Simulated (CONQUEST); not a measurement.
**CsBr under changes of volume**

One of the cells (40.468 Å³/atom); the others are scaled copies at fixed shape and fractional positions:

```
Cs Br
1.0
     4.32562    0.00000    0.00000
     0.00000    4.32562    0.00000
     0.00000    0.00000    4.32562
Cs Br
1 1
Direct
  0.00000 0.00000 0.00000
  0.50000 0.50000 0.50000
```

The cell comes from a database or a generator and needn't be the stable form of this composition.

| Item | Value |
| --- | --- |
| Program | CONQUEST 1.3 |
| Functional | PBE |
| Potentials or basis | PseudoDojo NC PBE, DZP, grid of 48 × 48 × 48 points |
| k mesh | 6 × 6 × 6 |
| Occupations | fermi-dirac, width 0.05 eV |
| Spin | no spin polarisation |

| volume (Å³/atom) | energy over the lowest point (meV/atom) | pressure (GPa) | gap on the mesh (eV) |
| --- | --- | --- | --- |
| 38.040 | 16.17 | 1.6 | 4.70 |
| 38.850 | 9.32 | 1.1 | 4.62 |
| 39.659 | 4.58 | 0.8 | 4.54 |
| 40.468 | 1.59 | 0.5 | 4.46 |
| 41.278 | 0.07 | 0.1 | 4.38 |
| 42.087 | 0.00 | -0.1 | 4.30 |
| 42.896 | ? | ? | ? |

Q: What does the run at 42.896 Å³/atom give?

A: Energy over the lowest point 1.09 meV/atom; pressure -0.3 GPa; gap on the mesh 4.23 eV.

Worked out: A Birch-Murnaghan fit of order 3 (a polynomial in V^(-2/3)) to the other rows has its minimum at 41.75 Å³/atom with B0 = V·E''(V) = 12.6 GPa and B' = 6.2. It gives 1.04 meV/atom at 42.896 Å³/atom, against the run's 1.09, and -dE/dV = -0.3 GPa, against -0.3. A straight line through the other rows of the gap, of slope -3.96 eV per unit of ln V, extrapolates to 4.23 eV, against the run's 4.23.

Energies are extrapolated to zero smearing.

Caveats: spin-orbit coupling is left out, which moves the levels of the heavy elements; the basis of atomic orbitals isn't converged, which shifts pressures, moduli and gaps.

A mesh can miss the band edges.
